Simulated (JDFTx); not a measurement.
ZrN: relaxation of the atoms with PBE

Crystal: ZrN.

```
Zr N
1.0
     0.00000    2.31020    2.31020
     2.29871    0.01149    2.29871
     2.29871    2.29871    0.01149
Zr N
1 1
Direct
  0.50000 0.50000 0.50000
  0.00000 0.00000 0.00000
```

The cell isn't the ideal one: relaxed cell strained by 0.01 in Voigt component 4.

```json
{
 "Program": "JDFTx 1.7.0 (patched build)",
 "Task": "relaxation of the atoms",
 "Functional": "PBE",
 "Potentials or basis": "PseudoDojo-SR-PBE-0.5-standard",
 "Cutoff": "1143 eV",
 "Density cutoff": "9143 eV",
 "k mesh": "8 × 8 × 8",
 "Occupations": "fermi-dirac, width 0.05 eV",
 "Spin": "no spin polarisation",
 "Bands": "14",
 "Density cutoff over wavefunction cutoff": "8",
 "Max SCF steps": "100",
 "SCF threshold on the energy": "1e-10 Ha",
 "Solver of the electrons": "scf",
 "Further solve for the empty bands": "no"
}
```

```
Pressure after relaxing : 0.0 GPa
Band gap on the k mesh  : none (metal or under the smearing width)
Loewdin charges         : Zr +0.80; N -0.74 e
```

Stress tensor (GPa, compression positive):
```
-0.01  0.00  0.00
 0.00  0.00 -0.82
 0.00 -0.82  0.00
```

Final structure:
```yaml
crystal:
  lattice:
    - [0.00000, 2.31020, 2.31020]
    - [2.29871, 0.01149, 2.29871]
    - [2.29871, 2.29871, 0.01149]
  atoms:
    - { symbol: Zr, position: [0.50000, 0.50000, 0.50000] }
    - { symbol: N, position: [0.00000, 0.00000, 0.00000] }
```

Levels at points of the mesh, in eV from the Fermi level:
```
           k point  band 4  band 5  band 6  band 7  band 8  band 9  band 10  band 11  band 12  band 13
(0.00, 0.00, 0.00)  -27.26  -16.23   -2.66   -2.64   -2.61   -0.47    -0.40    -0.33     1.57     1.57
(0.00, 0.00, 0.50)  -27.36  -14.06   -7.62   -5.71   -5.65    2.95     3.01     3.15     4.73     7.62
(0.00, 0.50, 0.50)  -27.60  -15.69   -4.58   -3.45   -3.19   -3.12     3.33     4.46     4.46     4.86
(0.50, 0.00, 0.00)  -27.35  -14.07   -7.62   -5.66   -5.59    2.87     3.03     3.06     4.76     7.57
(0.50, 0.00, 0.50)  -27.61  -15.69   -4.58   -3.45   -3.16   -3.16     3.33     4.46     4.46     4.86
```

It took 2.1 min on 1 thread of Intel(R) Xeon(R) Platinum 8488C (Sapphire Rapids), on a shared host, peak memory 0.17 GiB.

Caveat: the relaxation stopped at its first step, so nothing moved.
